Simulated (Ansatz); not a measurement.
TaS2:

```
Ta S
1.0
     3.35000    0.00000    0.00000
    -1.67500    2.90119    0.00000
     0.00000    0.00000    5.86000
Ta S
1 2
Direct
  0.00000 0.00000 0.00000
  0.66667 0.33333 0.75000
  0.33333 0.66667 0.25000
```

```yaml
Program: Ansatz 0.2.0
Task: relaxation of cell and atoms
Functional: PBE
Potentials_or_basis: Ansatz PAW
Cutoff: "420 eV (not typed: the program's choice for these potentials)"
k_mesh: 9 × 9 × 5
Occupations: fermi-dirac, width 0.05 eV
Spin: no spin polarisation
```

At the start: volume 18.98 Å³/atom.

Where does the relaxation end?

It ends after 13 steps and the volume is 22.23 Å³/atom (+17.1 %); space group P-3m1 (No. 164, to 0.05 Å).

Step by step:
| step | energy change (eV) | largest force (eV/Å) | volume (Å³) |
| --- | --- | --- | --- |
| 1 | 0.0000 | 1.2324 | 56.95 |
| 2 | -0.1069 | 0.5724 | 60.51 |
| 3 | -0.1319 | 0.0691 | 63.36 |
| 4 | -0.1389 | 0.0451 | 63.05 |
| 5 | -0.1403 | 0.0234 | 63.62 |
| 6 | -0.1411 | 0.0090 | 64.63 |
| 7 | -0.1412 | 0.0004 | 65.02 |
| 8 | -0.1412 | 0.0025 | 65.22 |
| 9 | -0.1447 | 0.0014 | 65.22 |
| 10 | -0.1449 | 0.0065 | 66.12 |
| 11 | -0.1450 | 0.0003 | 66.56 |
| 12 | -0.1449 | 0.0015 | 66.69 |
| 13 | -0.1452 | 0.0014 | 66.69 |

Final structure:
```
Ta S
1.0
     3.37774    0.00000    0.00000
    -1.68887    2.92521    0.00000
     0.00000    0.00000    6.74987
Ta S
1 2
Direct
  0.00000 0.00000 0.00000
  0.66667 0.33333 0.77269
  0.33333 0.66667 0.22731
```

Caveat: the volume moved by over 15 % at a fixed basis, so the end points are rough; the plane-wave basis is chosen anew once the cell has moved, so the energies of steps on either side of that aren't comparable; this functional lacks dispersion, which binds the layers, so the pressure and a relaxed spacing across them are unreliable, and here the layers came unbound; the volume moved by +17 % from the deposited cell, more than functionals usually miss.
